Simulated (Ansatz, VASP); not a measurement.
**AlNi: VASP beside Ansatz**

```
Al Ni
1.0
     2.88100    0.00000    0.00000
     0.00000    2.88100    0.00000
     0.00000    0.00000    2.88100
Al Ni
1 1
Direct
  0.00000 0.00000 0.00000
  0.50000 0.50000 0.50000
```

Alike in both runs: task relaxation of cell and atoms; functional PBE; k mesh 14 × 14 × 14; occupations gaussian, width 0.1 eV; no spin polarisation.

```csv
,VASP,Ansatz
version,VASP 6.6.1,Ansatz 0.2.0
potentials or method,"VASP PAW PBE potentials, release 64 (Al, Ni)","scalar-relativistic, plane waves, PAW"
plane-wave cutoff (eV),600,420
valence electrons in the cell,13,21
```

```tsv
	VASP	Ansatz	Ansatz less VASP
gap on the k mesh at the Fermi level, each at its own relaxed structure (eV)	none	none	-
relaxed volume (Å³/atom)	12.11	12.11	-0.003
relaxed cell length with the largest relative difference (Å)	2.893	2.893	-0.0002
```

A gap of «none» marks a metal or a gap that the smearing closes. The two sets of potentials don't hold the same shells in valence.

Spin polarisation is off, so any magnetic state and its effect on volume and gap are missing. Zero-point motion and thermal expansion aren't in these numbers. PBE usually gives volumes a little too large and moduli too small.
